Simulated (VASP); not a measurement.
A run of VASP 6.6.1:

The input INCAR:

```
PREC = Accurate
ENCUT = 900
EDIFF = 1E-8
ISMEAR = 0
SIGMA = 0.02
LREAL = F
LASPH = T
NELM = 100
ALGO = Normal
ISIF = 2
LWAVE = F
LCHARG = F
GGA = CA
NBANDS = 15
ADDGRID = F
```

Contents of KPOINTS:

```
regular mesh
0
Gamma
  7 7 7
```

The input POSCAR:

```
LaH3
1.0
    0.0000000000      2.7864794500      2.7864794500
    2.7864794500      0.0000000000      2.7864794500
    2.7864794500      2.7864794500      0.0000000000
La H
1 3
Direct
    0.0000000000      0.0000000000      0.0000000000
    0.2500000000      0.2500000000      0.2500000000
    0.7500000000      0.7500000000      0.7500000000
    0.5000000000      0.5000000000      0.5000000000
```

Potentials or basis: VASP PAW LDA potentials, release 64 (La, H).

Run with:

```console
$ cat potpaw_LDA.64/La/POTCAR potpaw_LDA.64/H/POTCAR > POTCAR
$ mpirun -np 1 vasp_std > vasp.out
```

Hardware: 1 thread of Intel(R) Xeon(R) Platinum 8488C (Sapphire Rapids) (shared host).

Task: How long does it take, and how much memory?

Result: Wall time 33 s on 1 thread of Intel(R) Xeon(R) Platinum 8488C (Sapphire Rapids), with other jobs on the host, peak memory 0.23 GiB. Counts: scf iterations 15, k points 20.
